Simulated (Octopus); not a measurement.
The system is KCl.

```
K Cl
1.0
     3.83920    0.00000    0.00000
     0.00000    3.83920    0.00000
     0.00000    0.00000    3.83920
K Cl
1 1
Direct
  0.00000 0.00000 0.00000
  0.50000 0.50000 0.50000
```

Measurements of this composition are mostly on another form, of space group No. 225.

| Item | Value |
| --- | --- |
| Program | Octopus 16.4 |
| Task | single point |
| Functional | PBE |
| Potentials or basis | pseudodojo_pbe (PseudoDojo 0.5, PBE) |
| Grid spacing | 0.124 Å |
| k mesh | 7 × 7 × 7 |
| Occupations | fermi-dirac, width 0.05 eV |
| Spin | no spin polarisation |

On this cell: largest force zero by symmetry; band gap on the k mesh 4.82 eV, indirect (least direct gap 5.00 eV).

The same run follows on a disturbed copy (atoms moved at random, drawn with an rms of 0.05 Å):

```
CELL_PARAMETERS angstrom
3.83920 0.00000 0.00000
0.00000 3.83920 0.00000
0.00000 0.00000 3.83920
ATOMIC_POSITIONS crystal
K 0.98999 0.00563 0.00820
Cl 0.49173 0.49777 0.50063
```

Q: What changes?

A: The energy moves by +0.0 meV/atom; largest force 0.027 eV/Å; band gap on the k mesh 4.82 eV, indirect (least direct gap 5.00 eV).

Forces in eV/Å, atoms in the order of the input:
```
K    0.005 -0.019 -0.018
Cl  -0.005  0.019  0.018
```

Caveats: an odd mesh through Γ misses points on the zone boundary, where band edges often lie.
